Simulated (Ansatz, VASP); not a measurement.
## CdS in VASP and in Ansatz

The input INCAR:

```
SYSTEM = CdS
ALGO = Normal
EDIFF = 1E-6
ENCUT = 520
GGA = PE
ISIF = 2
ISMEAR = 0
LASPH = .TRUE.
LCHARG = .TRUE.
LELF = .TRUE.
LREAL = .FALSE.
LVHAR = .TRUE.
LWAVE = .FALSE.
NBANDS = 16
NELM = 80
PREC = Accurate
SIGMA = 0.05
```

Contents of KPOINTS:

```
k-points
0
G
  8 8 8
  0 0 0
```

Contents of POSCAR:

```
CdS
1.0
    0.0109125000      2.9100000000      2.9100000000
    2.9209125000      0.0000000000      2.9209125000
    2.9100000000      2.9100000000      0.0109125000
Cd S
1 1
Direct
    0.0000000000      0.0000000000      0.0000000000
    0.7500000000      0.7500000000      0.7500000000
```

Input for Ansatz:

```yaml
crystal:
  lattice:
    - [0.0109125, 2.91, 2.91]
    - [2.9209125, 0.0, 2.9209125]
    - [2.91, 2.91, 0.0109125]
  atoms:
    - { symbol: Cd, position: [0.0, 0.0, 0.0] }
    - { symbol: S, position: [0.75, 0.75, 0.75] }
basis:
  ecutwfc: 420
kpoints:
  mp_grid: { grid: [8, 8, 8] }
hamiltonian:
  xc: pbe
scf:
  occupations: { method: gaussian, width: 0.05 }
output:
  forces: true
  stress: true
  eigenvalues: true
```

Change from the starting cell: strain +0.0075 x Voigt [0, 0, 0, 0, 1, 0], atoms carried along.

Alike in both runs: task single point; functional PBE; k mesh 8 × 8 × 8; occupations gaussian, width 0.05 eV; no spin polarisation.

|  | VASP | Ansatz |
| --- | --- | --- |
| version | VASP 6.6.1 | Ansatz 0.2.0 |
| potentials or method | VASP PAW PBE potentials, release 64 (Cd, S) | scalar-relativistic, plane waves, PAW |
| plane-wave cutoff (eV) | 520 | 420 |
| valence electrons in the cell | 18 | 26 |

Ansatz gave:

* gap on the k mesh at the Fermi level (eV): 1.15
* least direct gap on the mesh (eV): 1.15
* pressure (GPa): 3.3
* largest component of the traceless stress (GPa): 0.42
* rms of the force components (eV/Å): 0.031

**Question.** What did VASP give for the same quantities?

**Answer.** gap on the k mesh at the Fermi level (eV): 1.15; least direct gap on the mesh (eV): 1.15; pressure (GPa): 3.7; largest component of the traceless stress (GPa): 0.43; rms of the force components (eV/Å): 0.032.

Atom by atom the forces differ by 0.001 eV/Å (rms over components). The two sets of potentials don't hold the same shells in valence.
